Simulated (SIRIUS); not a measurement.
Here is a SIRIUS 7.10.0 calculation.

The input sirius.json:

```json
{
  "control": {
    "processing_unit": "cpu",
    "verbosity": 2,
    "num_bands_to_print": 15,
    "print_forces": true,
    "print_stress": true
  },
  "parameters": {
    "electronic_structure_method": "pseudopotential",
    "xc_functionals": ["XC_GGA_X_PBE", "XC_GGA_C_PBE"],
    "gk_cutoff": 9.2,
    "pw_cutoff": 18.4,
    "ngridk": [10, 10, 8],
    "shiftk": [0, 0, 0],
    "smearing": "fermi_dirac",
    "smearing_width": 0.0018374661,
    "num_bands": 15,
    "num_mag_dims": 0,
    "num_dft_iter": 100,
    "energy_tol": 1e-08,
    "density_tol": 1e-06
  },
  "iterative_solver": {
    "type": "davidson",
    "min_tolerance": 1e-09,
    "tolerance_scale": [0.1, 0.25]
  },
  "mixer": {
    "type": "anderson",
    "beta": 0.7,
    "max_history": 8
  },
  "settings": {
    "tol_ne": 1e-10,
    "pseudo_grid_cutoff": 6.5
  },
  "unit_cell": {
    "lattice_vectors": [
      [5.829805094471, 0.0, 0.0],
      [-2.914902547235, 5.048759310971, 0.0],
      [0.0, 0.0, 6.657505137057]
    ],
    "atom_coordinate_units": "lattice",
    "atom_types": ["Mg", "B"],
    "atom_files": {
      "B": "B.json",
      "Mg": "Mg.json"
    },
    "atoms": {
      "Mg": [
        [0.0, 0.0, 0.0]
      ],
      "B": [
        [0.6666666667, 0.3333333333, 0.5],
        [0.3333333333, 0.6666666667, 0.5]
      ]
    }
  }
}
```

Potentials or basis: PseudoDojo 0.4.1 PBE standard (scalar relativistic).

Run with:

```sh
$ upf_to_json B.upf
$ upf_to_json Mg.upf
$ OMP_NUM_THREADS=1 sirius.scf --input=sirius.json --output=out.json --task=0
```

Task: Predict the band gap on the k mesh.

Result: None (metal or under the smearing width).

Task: What does it give for the pressure?

Result: -0.9 GPa.

Stress tensor (GPa, compression positive):
```
-0.97  0.00  0.00
 0.00 -0.97  0.00
 0.00  0.00 -0.80
```
